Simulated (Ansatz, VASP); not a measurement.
Two plane-wave programs on HfO2

Contents of INCAR:

```
SYSTEM = HfO2
PREC = Accurate
ENCUT = 520
EDIFF = 1E-7
ISMEAR = -1
SIGMA = 0.02
LREAL = .False.
LASPH = .True.
NELM = 80
ALGO = Normal
ISIF = 2
LWAVE = .False.
LCHARG = .False.
GGA = PE
NBANDS = 18
```

KPOINTS

```
regular mesh
0
Gamma
  8 8 8
  0 0 0
```

POSCAR

```
HfO2
1.0
    0.0000000000      2.4533068497      2.5593117769
    2.4533068497      0.0000000000      2.5593117769
    2.4533068497      2.4533068497      0.0000000000
Hf O
1 2
Direct
    0.0000000000      0.0000000000      0.0000000000
    0.2500000000      0.2500000000      0.2500000000
    0.7500000000      0.7500000000      0.7500000000
```

Input for Ansatz:

```yaml
crystal:
  lattice:
    - [0.0, 2.4533068497, 2.5593117769]
    - [2.4533068497, 0.0, 2.5593117769]
    - [2.4533068497, 2.4533068497, 0.0]
  atoms:
    - { symbol: Hf, position: [0.0, 0.0, 0.0] }
    - { symbol: O, position: [0.25, 0.25, 0.25] }
    - { symbol: O, position: [0.75, 0.75, 0.75] }
kpoints:
  mp_grid: { grid: [8, 8, 8] }
  band_path:
    path:
      - [0.0, 0.0, 0.0]
      - [0.5, 0.0, 0.5]
      - [0.625, 0.25, 0.625]
      - [0.375, 0.375, 0.75]
      - [0.5, 0.5, 0.5]
      - [0.5, 0.25, 0.75]
      - [0.0, 0.5, 0.5]
    npoints: 1
hamiltonian:
  xc: pbe
scf:
  occupations: { method: fermi_dirac, width: 0.02 }
  n_extra_bands: 4
output:
  forces: true
  stress: true
  eigenvalues: true
  write_density: true
  write_potential: true
  elf: true
  volumetric_format: npy
```

Change from the starting cell: epitaxial_xy strain -3.0%.

Alike in both runs: task single point; functional PBE; k mesh 8 × 8 × 8; occupations fermi-dirac, width 0.02 eV; no spin polarisation.

|  | VASP | Ansatz |
| --- | --- | --- |
| version | VASP 6.6.1 | Ansatz 0.2.0 |
| potentials or method | VASP PAW PBE potentials, release 64 (Hf_pv, O) | plane waves, PAW |
| plane-wave cutoff (eV) | 520 | 420 |
| valence electrons in the cell | 22 | 38 |

Ansatz gave:

| Property | Result |
| --- | --- |
| gap on the k mesh at the Fermi level (eV) | 3.48 |
| pressure (GPa) | 20.7 |
| largest component of the traceless stress (GPa) | 13.97 |

Problem. Which values does VASP return?

Solution. gap on the k mesh at the Fermi level (eV): 3.49; pressure (GPa): 16.4; largest component of the traceless stress (GPa): 14.27.

One of these differences is far larger than is usual between the two programs; its cause wasn't traced. The two sets of potentials don't hold the same shells in valence.

Caveats: so large a pressure means that the cell lies far from this level's equilibrium, or that cutoff or potentials fall short (VASP); spin-orbit coupling is left out, which moves the levels of the heavy elements. A k mesh can miss the band edges.
